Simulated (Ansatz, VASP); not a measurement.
# Two plane-wave programs on La

```xyz
2
Lattice="0.0000 3.3676 3.3676 3.3676 0.0000 3.3676 3.3676 3.3676 0.0000" Properties=species:S:1:pos:R:3 pbc="T T T"
La    0.8419    0.8419    0.8419
La    5.8933    5.8933    5.8933
```

Alike in both runs: functional revPBE; k mesh 8 × 8 × 8; occupations fermi-dirac, width 0.1 eV; no spin polarisation.

Ansatz relaxed the structure, and its values are those at the end. VASP's run is a single point on that final structure, the one shown.

```csv
,VASP,Ansatz
version,VASP 6.6.1,Ansatz 0.2.0
potentials or method,"VASP PAW PBE potentials, release 64 (La)","plane waves (420 eV) with PAW, scalar-relativistic"
plane-wave cutoff (eV),520,420
valence electrons in the cell,22,22
```

Ansatz gave:

```
pressure (GPa) : 0.0
```

Estimate VASP's values.

pressure (GPa): -0.1.

Caveats: the PAW data sets were made with another functional, which shifts forces and pressure a little (VASP). The runs have no spin-orbit coupling, so splittings on La are missing.
